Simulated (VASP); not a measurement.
# CaB2 (P6/mmm) in VASP: a series of runs

Runs on CaB2. Level: PBE0(alpha). Tasks: single point.

All numbers are computed with VASP 6.6.1; they aren't measurements. Logs are shortened: lines on timing, memory, paths and dates and some standing lists are left out, and cuts for length are marked.

### 1 The structure

Symmetry: P6/mmm, No. 191, hexagonal system. The conventional cell has a = 3.226 Å, b = 3.226 Å, c = 4.067 Å, α = 90.00°, β = 90.00°, γ = 120.00°. Around Ca (site symmetry 6/mmm) lie 12 B at 2.76 Å. Around B (site symmetry -6m2) lie 3 B at 1.86 Å.

The cell comes from a database or a generator and needn't be the stable form of this composition.

### 2 Single point, PBE0(alpha)

File POSCAR:

```
CaB2
1.0
    3.2264302843      0.0000000000      0.0000000000
   -1.6132151421      2.7941705897      0.0000000000
    0.0000000000      0.0000000000      4.0673920000
Ca B
1 2
Direct
    0.0000000000      0.0000000000      0.0000000000
    0.6666666667      0.3333333333      0.5000000000
    0.3333333333      0.6666666667      0.5000000000
```

File INCAR.step1:

```
  ALGO = Normal
  EDIFF = 1E-5
  ENCUT = 520
  GGA = PE
  ISIF = 2
  ISMEAR = -1
  LASPH = T
  LREAL = F
  LWAVE = T
  NELM = 60
  PREC = Accurate
  SIGMA = 0.05
```

File INCAR.step2:

```
  AEXX = 0.25
  ALGO = Normal
  EDIFF = 1E-6
  ENCUT = 520
  GGA = PE
  HFRCUT = -1
  ISIF = 2
  ISMEAR = -1
  ISTART = 1
  LASPH = T
  LCHARG = F
  LHFCALC = T
  LREAL = F
  LWAVE = F
  NELM = 60
  PREC = Accurate
  PRECFOCK = Fast
  SIGMA = 0.05
```

File KPOINTS:

```
k-points
0
Gamma
  5 5 4
```

Potentials or basis: VASP PAW PBE potentials, release 64 (Ca_sv, B).

On the command line:

```bash
> cat potpaw_PBE.64/Ca_sv/POTCAR potpaw_PBE.64/B/POTCAR > POTCAR
> cp INCAR.step1 INCAR
> mpirun -np 1 vasp_std > vasp.out
> cp INCAR.step2 INCAR
> mpirun -np 1 vasp_std > vasp.out
```

OUTCAR:

```text
AEXX = 0.25
   EDIFF = 1E-6
   ENCUT = 520
   GGA = PE
   ISIF = 2
   ISMEAR = -1
   ISTART = 1
   LASPH = T
   LHFCALC = T
   LREAL = F
   NELM = 60
   PREC = Accurate
   PRECFOCK = Fast

 ion  position               nearest neighbor table
   1  0.000  0.000  0.000-
   2  0.667  0.333  0.500-   3 1.86   3 1.86   3 1.86
   3  0.333  0.667  0.500-   2 1.86   2 1.86   2 1.86

  LATTYP: Found a hexagonal cell.
 ALAT       =     3.2264302843
 C/A-ratio  =     1.2606477257

  Lattice vectors:

 A1 = (   3.2264302843,   0.0000000000,   0.0000000000)
 A2 = (  -1.6132151421,   2.7941705897,   0.0000000000)
 A3 = (   0.0000000000,   0.0000000000,   4.0673920000)

Analysis of symmetry for initial positions (statically):
=====================================================================
 Subroutine PRICEL returns:
 Original cell was already a primitive cell.

 Routine SETGRP: Setting up the symmetry group for a
 hexagonal supercell.

 Subroutine GETGRP returns: Found 24 space group operations
 (whereof 24 operations were pure point group operations)
 out of a pool of 24 trial point group operations.

The static configuration has the point symmetry D_6h.

Analysis of symmetry for dynamics (positions and initial velocities):
=====================================================================
 Subroutine PRICEL returns:
 Original cell was already a primitive cell.

 Routine SETGRP: Setting up the symmetry group for a
 hexagonal supercell.

 Subroutine GETGRP returns: Found 24 space group operations
 (whereof 24 operations were pure point group operations)
 out of a pool of 24 trial point group operations.

The dynamic configuration has the point symmetry D_6h.

 Subroutine INISYM returns: Found 24 space group operations
 (whereof 24 operations are pure point group operations),
 and found     1 'primitive' translations

----------------------------------------------------------------------------------------

                                     Primitive cell

  volume of cell :      36.6683

  direct lattice vectors                    reciprocal lattice vectors
     3.226430284  0.000000000  0.000000000     0.309940061  0.178943978  0.000000000
    -1.613215142  2.794170590  0.000000000     0.000000000  0.357887956  0.000000000
     0.000000000  0.000000000  4.067392000     0.000000000  0.000000000  0.245857788

  length of vectors
     3.226430284  3.226430284  4.067392000     0.357887956  0.357887956  0.245857788

  position of ions in fractional coordinates (direct lattice)
     0.000000000  0.000000000  0.000000000
     0.666666667  0.333333333  0.500000000
     0.333333333  0.666666667  0.500000000

  ion indices of the primitive-cell ions
   primitive index   ion index
                 1           1
                 2           2
                 3           3

----------------------------------------------------------------------------------------

 KPOINTS: k-points

Automatic generation of k-mesh.
 Grid dimensions read from file:
 generate k-points for:    5    5    4

 Generating k-lattice:

  Cartesian coordinates                     Fractional coordinates (reciprocal lattice)
     0.061988012  0.035788796  0.000000000     0.200000000  0.000000000  0.000000000
     0.000000000  0.071577591  0.000000000     0.000000000  0.200000000  0.000000000
     0.000000000  0.000000000  0.061464447     0.000000000  0.000000000  0.250000000

  Length of vectors
     0.071577591  0.071577591  0.061464447

  Shift w.r.t. Gamma in fractional coordinates (k-lattice)
     0.000000000  0.000000000  0.000000000

 Subroutine IBZKPT returns following result:
 ===========================================

 Found     15 irreducible k-points:

 Following reciprocal coordinates:
            Coordinates               Weight
  0.000000  0.000000  0.000000      1.000000
  0.200000 -0.000000  0.000000      6.000000
  0.400000  0.000000  0.000000      6.000000
  0.200000  0.200000  0.000000      6.000000
  0.400000  0.200000  0.000000      6.000000
  0.000000  0.000000  0.250000      2.000000
  0.200000 -0.000000  0.250000     12.000000
  0.400000  0.000000  0.250000     12.000000
  0.200000  0.200000  0.250000     12.000000
  0.400000  0.200000  0.250000     12.000000
  0.000000  0.000000  0.500000      1.000000
  0.200000 -0.000000  0.500000      6.000000
  0.400000  0.000000  0.500000      6.000000
  0.200000  0.200000  0.500000      6.000000
  0.400000  0.200000  0.500000      6.000000
   k-points           NKPTS =     15   k-points in BZ     NKDIM =    100   number of bands    NBANDS=     12
   number of dos      NEDOS =    301   number of ions     NIONS =      3
   total plane-waves  NPLWV =  17280
   dimension x,y,z NGX =    24 NGY =   24 NGZ =   30
   dimension x,y,z NGXF=    48 NGYF=   48 NGZF=   60
   ions per type =               1   2
   NGX,Y,Z   is equivalent  to a cutoff of  12.37, 12.37, 12.26 a.u.
   NGXF,Y,Z  is equivalent  to a cutoff of  24.73, 24.73, 24.52 a.u.
 SYSTEM =  unknown system
   PREC   = accura    normal or accurate (medium, high low for compatibility)
   ISTART =      1    job   : 0-new  1-cont  2-samecut
   ICHARG =      0    charge: 1-file 2-atom 10-const
   ISPIN  =      1    spin polarized calculation?
   LNONCOLLINEAR =      F non collinear calculations
   LSORBIT =      F    spin-orbit coupling
   LASPH  =      T    aspherical Exc in radial PAW
   ENCUT  =  520.0 eV  38.22 Ry    6.18 a.u.   6.00  6.00  7.56*2*pi/ulx,y,z
   NELM   =     60;   NELMIN=  2; NELMDL=  0     # of ELM steps
   EDIFF  = 0.1E-05   stopping-criterion for ELM
   LREAL  =      F    real-space projection
   EDIFFG = 0.1E-04   stopping-criterion for IOM
   NSW    =      0    number of steps for IOM
   IBRION =     -1    ionic relax: 0-MD 1-quasi-New 2-CG
   NFREE  =      0    steps in history (QN), initial steepest desc. (CG)
   ISIF   =      2    stress and relaxation
   ISYM   =      3    0-nonsym 1-usesym 2-fastsym
   POTIM  = 0.5000    time-step for ionic-motion
   TEBEG  =    0.0;   TEEND  =   0.0 temperature during run
   PSTRESS=    0.0 pullay stress
   NELECT =      16.0000    total number of electrons
   NUPDOWN=      -1.0000    fix difference up-down
   EMIN   =  10.00;   EMAX   =-10.00  energy-range for DOS
   EFERMI =   0.00;   METHOD = LEGACY
   ISMEAR =    -1;   SIGMA  =   0.05  broadening in eV -4-tet -1-fermi 0-gaus
   EFERMI_NEDOS =   21; number of points for ismear=-14 and -15
   IALGO  =     38    algorithm
   IMIX   =      1    mixing-type and parameters
     AMIX     =   0.40;   BMIX     =  1.00
     AMIX_MAG =   1.60;   BMIX_MAG =  1.00
  volume/ion in A,a.u.               =      12.22        82.48
  Fermi-wavevector in a.u.,A,eV,Ry     =   1.241703  2.346479 20.977823  1.541826
  Thomas-Fermi vector in A             =   2.376089
   LORBIT       =      0    0 simple, 1 ext, 2 COOP (PROOUT), +10 PAW based schemes
   GGA     = PE    functional components
   LHFCALC =     T    Hartree Fock is set to
   PRECFOCK=fast      Normal, Fast or Accurate (Low or Medium for compatibility)
   ENCUT4O =  -1.0   cutoff for four orbital integrals eV
   NKREDX  =     1    reduce k-point grid by
   NKREDY  =     1    reduce k-point grid by
   NKREDZ  =     1    reduce k-point grid by
   AEXX    =    0.2500 exact exchange contribution
   HFSCREEN=    0.0000 screening length (either q_TF or 0.3 A-1)
   HFSCREENC=   0.0000 screening length for correlation (either q_TF or 0.3 A-1)
   ENCUTFOCK=  -1.0 apply spherical cutoff to Coloumb kernel
   IVDW    =     0    specifies the selected vdW correction
   LEPSILON=     F    determine dielectric tensor
   LRPA    =     F    only Hartree local field effects (RPA)
 non-spin polarized calculation
  energy-cutoff  :      520.00
  volume of cell :       36.67
 maximum number of plane-waves:      1000
 NGX is ok and might be reduce to    24
  NGX = 14; NGY = 14; NGZ = 18

 number of electron      16.0000004 magnetization

 Free energy of the ion-electron system (eV)
  ---------------------------------------------------
  ext. energy  EPLUGINS =         0.00000000
  ---------------------------------------------------
  free energy    TOTEN  =       -17.61957511 eV

  energy without entropy =      -17.61927192  energy(sigma->0) =      -17.61942351

 E-fermi :   4.8940     XC(G=0):  -8.5154

 val. band max:        4.6713569367   @ k =   0.0000   0.0000   0.0000
 cond. band min:       5.2223778857   @ k =   0.4000   0.2000   0.2500
 fundamental gap:      0.5510209490
 Fermi energy:         4.8939883039

 k-point     1 :       0.0000    0.0000    0.0000
  band No.  band energies     occupation
      1     -39.1724      2.00000
      2     -18.6823      2.00000
      3     -18.4756      2.00000
      4     -18.4756      2.00000
      5      -7.8245      2.00000
      6       1.9544      2.00000
      7       4.6714      1.97697
      8       4.6714      1.97697
      9       5.7303      0.00000
     10      11.4673      0.00000
     11      11.4674      0.00000
     12      12.3757      0.00000

 k-point     2 :       0.2000   -0.0000    0.0000
  band No.  band energies     occupation
      1     -39.1322      2.00000
      2     -18.7685      2.00000
      3     -18.6280      2.00000
      4     -18.5406      2.00000
      5      -7.0795      2.00000
      6       1.9438      2.00000
      7       2.0568      2.00000
      8       3.6873      2.00000
      9       6.5090      0.00000
     10       9.9565      0.00000
     11      11.6233      0.00000
     12      11.6607      0.00000
[... 166 lines left out ...]
 k-point    14 :       0.2000    0.2000    0.5000
  band No.  band energies     occupation
      1     -39.0754      2.00000
      2     -19.0312      2.00000
      3     -18.6826      2.00000
      4     -18.6621      2.00000
      5      -5.2862      2.00000
      6      -0.1308      2.00000
      7       1.3278      2.00000
      8       1.6052      2.00000
      9       6.1109      0.00000
     10      10.9551      0.00000
     11      12.2494      0.00000
     12      12.5246      0.00000

 k-point    15 :       0.4000    0.2000    0.5000
  band No.  band energies     occupation
      1     -39.0426      2.00000
      2     -19.1572      2.00000
      3     -18.8154      2.00000
      4     -18.5940      2.00000
      5      -3.9029      2.00000
      6      -2.3629      2.00000
      7       0.7130      2.00000
      8       3.4096      2.00000
      9       4.0438      2.00000
     10      11.6599      0.00000
     11      12.5949      0.00000
     12      13.0831      0.00000

------------------------ aborting loop because EDIFF is reached ----------------------------------------

  FORCE on cell =-STRESS in cart. coord.  units (eV):
  Direction    XX          YY          ZZ          XY          YZ          ZX
  --------------------------------------------------------------------------------------
  -------------------------------------------------------------------------------------
  Total       -0.0910071     -0.0910071     -0.3707966     -0.0000000      0.0000000      0.0000000
  in kB       -3.9764412     -3.9764412    -16.2014939     -0.0000000      0.0000000      0.0000000
  external PRESSURE =      -8.0514588 kB  Pullay stress =       0.0000000 kB

 VOLUME and BASIS-vectors are now :
 -----------------------------------------------------------------------------
  energy-cutoff  :      520.00
  volume of cell :       36.67
      direct lattice vectors                 reciprocal lattice vectors
     3.226430284  0.000000000  0.000000000     0.309940061  0.178943978  0.000000000
    -1.613215142  2.794170590  0.000000000     0.000000000  0.357887956  0.000000000
     0.000000000  0.000000000  4.067392000     0.000000000  0.000000000  0.245857788

 POSITION                                       TOTAL-FORCE (eV/Angst)
 -----------------------------------------------------------------------------------
      0.00000      0.00000      0.00000         0.000000      0.000000      0.000000
      1.61322      0.93139      2.03370         0.000000     -0.000000      0.000000
     -0.00000      1.86278      2.03370        -0.000000      0.000000     -0.000000
 -----------------------------------------------------------------------------------
    total drift:                               -0.000000      0.000000      0.000000

  FREE ENERGIE OF THE ION-ELECTRON SYSTEM (eV)
  ---------------------------------------------------
  free  energy   TOTEN  =       -17.6195751080 eV

  energy  without entropy=      -17.6192719160  energy(sigma->0) =      -17.61942351
```

Run time: 3.4 min. Hardware: 1 thread of Intel Xeon Platinum 8488C (Sapphire Rapids), shared host; peak memory 0.15 GiB.

What came out:

* Free energy: -17.6196 eV
* Pressure: -0.8 GPa
* Band gap on the k mesh: none (metal or under the smearing width)

Caveat: the k mesh is coarse (spacing up to 0.45 Å⁻¹), so the values aren't converged, least of all with exact exchange; the PAW data sets were made with another functional, which shifts forces and pressure a little.

### 3 Single point, PBE0(alpha)

POSCAR is that of step 2.

INCAR.step1 is that of step 2.

INCAR.step2, as its differences from that of step 2:

```diff
@@ -1,2 +1,2 @@
-  AEXX = 0.25
+  AEXX = 0.3
   ALGO = Normal
```

KPOINTS is that of step 2.

Potentials or basis: VASP PAW PBE potentials, release 64 (Ca_sv, B).

On the command line:

```bash
> cat potpaw_PBE.64/Ca_sv/POTCAR potpaw_PBE.64/B/POTCAR > POTCAR
> cp INCAR.step1 INCAR
> mpirun -np 1 vasp_std > vasp.out
> cp INCAR.step2 INCAR
> mpirun -np 1 vasp_std > vasp.out
```

Wall time 3.5 min (1 thread of Intel Xeon Platinum 8488C (Sapphire Rapids), shared host); peak memory 0.15 GiB.

Results (log left out):

- Free energy: -18.0114 eV
- Pressure: -1.0 GPa
- Band gap on the k mesh: none (metal or under the smearing width)

Stress tensor (GPa, compression positive):
```
-0.63  0.00  0.00
 0.00 -0.63  0.00
 0.00  0.00 -1.64
```

Levels at points of the mesh, in eV from the Fermi level:
```tsv
k point	band 4	band 5	band 6	band 7	band 8	band 9	band 10	band 11	band 12
(0.00, 0.00, 0.00)	-23.86	-13.14	-3.13	-0.31	-0.31	0.99	6.87	6.87	7.80
(0.00, 0.00, 0.50)	-23.85	-11.97	-6.55	0.96	0.96	4.66	5.33	5.39	5.39
```

Caveat: the k mesh is coarse (spacing up to 0.45 Å⁻¹), so the values aren't converged, least of all with exact exchange; the PAW data sets were made with another functional, which shifts forces and pressure a little.

(Continued in part 2 of 2.)
